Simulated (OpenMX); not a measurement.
## Sm under changes of volume

One of the cells (33.786 Å³/atom); the others are scaled copies at fixed shape and fractional positions:

```
Sm
1.0
     3.64400    0.00000    0.00000
    -1.82200    3.15580    0.00000
     0.00000    0.00000    5.87600
Sm
2
Cartesian
  1.8220 1.0519 4.4070
  0.0000 2.1039 1.4690
```

This isn't the form of Sm at room conditions, which is rhombohedral.

| Quantity | Value |
| --- | --- |
| Program | OpenMX 3.8.5 |
| Functional | LDA |
| Potentials or basis | OpenMX 2013 LDA set, Sm8.0-s3p2d2f1, fixed grid of 40 × 40 × 70 points |
| k mesh | 9 × 9 × 5 |
| Occupations | fermi-dirac, width 0.05 eV |
| Spin | collinear spin, ferromagnetic start |
| Starting moments | [5.0, 5.0] μB |

```tsv
volume (Å³/atom)	energy over the lowest point (meV/atom)	moment (μB per cell)	largest force (eV/Å)
31.759	?	?	?
32.435	5.83	13.10	0.028
33.110	2.10	13.16	0.027
33.786	0.17	13.21	0.026
34.462	0.00	13.25	0.025
35.138	1.55	13.29	0.024
35.813	4.67	13.32	0.023
```

Task: What does the run at 31.759 Å³/atom give?

Result: Energy over the lowest point 11.42 meV/atom; moment 13.05 μB per cell; largest force 0.029 eV/Å.

Worked out: A Birch-Murnaghan fit of order 3 (a polynomial in V^(-2/3)) to the other rows has its minimum at 34.19 Å³/atom with B0 = V·E''(V) = 21 GPa (rough, since the energies scatter) at fixed shape and positions, which overstates the stiffness. It gives 11.47 meV/atom at 31.759 Å³/atom, against the run's 11.42. A parabola through the other rows of the moment, of slope 0.0999 μB per Å³/atom there, extrapolates to 13.04 μB, against the run's 13.05.

Energies are extrapolated to zero smearing.

Caveats: the magnetic or orbital state may not be the lowest; the basis of atomic orbitals isn't converged, which shifts pressures, moduli and gaps.
